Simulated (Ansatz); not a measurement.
# AlAs (zincblende type): the cost of one run

Computed with Ansatz 0.2.0 (DFT, PBE, all-electron LAPW, scalar-relativistic, unless a step's input says otherwise).

### Step 1. The structure to begin with

Symmetry: F-43m, No. 216, cubic system. Conventional cell: a = 5.728 Å, b = 5.728 Å, c = 5.728 Å, α = 90.00°, β = 90.00°, γ = 90.00°. Al (site symmetry -43m) is surrounded by 4 As at 2.48 Å. Around As (site symmetry -43m) lie 4 Al at 2.48 Å.

As a file:

```
Al As
1.0
    -2.86425    2.86425    0.00000
     0.00000    0.00000    5.72849
     2.86425    2.86425    0.00000
Al As
2 2
Direct
  0.00000 0.00000 0.00000
  0.50000 0.50000 0.50000
  0.00000 0.25000 0.50000
  0.50000 0.75000 0.00000
```

Atoms are numbered in the order of the input: Al1, Al2, As3, As4.

### Step 2. Bulk in the slab's orientation, LAPW

File input.yaml:

```yaml
crystal:
  lattice:
    - [-2.8642452532, 2.8642452532, 0.0]
    - [0.0, 0.0, 5.7284905064]
    - [2.8642452532, 2.8642452532, 0.0]
  atoms:
    - { symbol: Al, position: [0.0, 0.0, 0.0] }
    - { symbol: Al, position: [0.5, 0.5, 0.5] }
    - { symbol: As, position: [0.0, 0.25, 0.5] }
    - { symbol: As, position: [0.5, 0.75, 0.0] }
kpoints:
  mp_grid: { grid: [8, 5, 8] }
scf:
  occupations: { method: fermi_dirac, width: 0.02 }
hamiltonian:
  xc: pbe
  pseudopotentials: { kind: all_electron, lapw: { basis_error: 0.001 } }
output:
  forces: true
  stress: true
  eigenvalues: true
```

Command:

```bash
ansatz run input.yaml --threads 3 --pin off --max-ram 8192MiB --backend cpu --events-out ev --progress --plain --runs-dir out
```

Q: Estimate wall time and peak memory on 3 threads of Intel Xeon Platinum 8488C (Sapphire Rapids), shared host.

About 18 s, with a peak of 0.53 GiB.
